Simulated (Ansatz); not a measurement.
## SiO2 (P6_3mc) at 2 levels of theory

One geometry, relaxed with PBE+D3(BJ); plane waves with PAW potentials in Ansatz, scalar-relativistic. No spin polarisation. Gaps are the least over mesh and band path; pressure is positive in compression.

```cif
data_structure
_symmetry_space_group_name_H-M 'P6_3mc'
_symmetry_Int_Tables_number 186
_cell_length_a 2.6870
_cell_length_b 2.6870
_cell_length_c 9.1713
_cell_angle_alpha 90.000
_cell_angle_beta 90.000
_cell_angle_gamma 120.000
_cell_volume 57.34
loop_
_atom_site_label
_atom_site_type_symbol
_atom_site_symmetry_multiplicity
_atom_site_Wyckoff_symbol
_atom_site_fract_x
_atom_site_fract_y
_atom_site_fract_z
_atom_site_occupancy
Si1 Si 2 b 0.33333 0.66667 0.10111 1
O1 O 2 a 0.00000 0.00000 0.20087 1
O2 O 2 b 0.66667 0.33333 0.00130 1
```

| level | cutoff (eV) | k mesh | gap (eV) | pressure (GPa) |
| --- | --- | --- | --- | --- |
| PBE+D3(BJ) | 420 | 12×12×4 | 6.15 | 0.0 |

**Question.** What comes out on the same cell with r2SCAN?

**Answer.**
| level | cutoff (eV) | k mesh | gap (eV) | pressure (GPa) |
| --- | --- | --- | --- | --- |
| r2SCAN | 500 | 12×12×4 | 7.00 | -4.8 |

The cell holds layers, chains or molecules whose binding is poorly described in rows without D3.

The structure comes from a generated guess; another structure or a mixture of phases may lie lower.
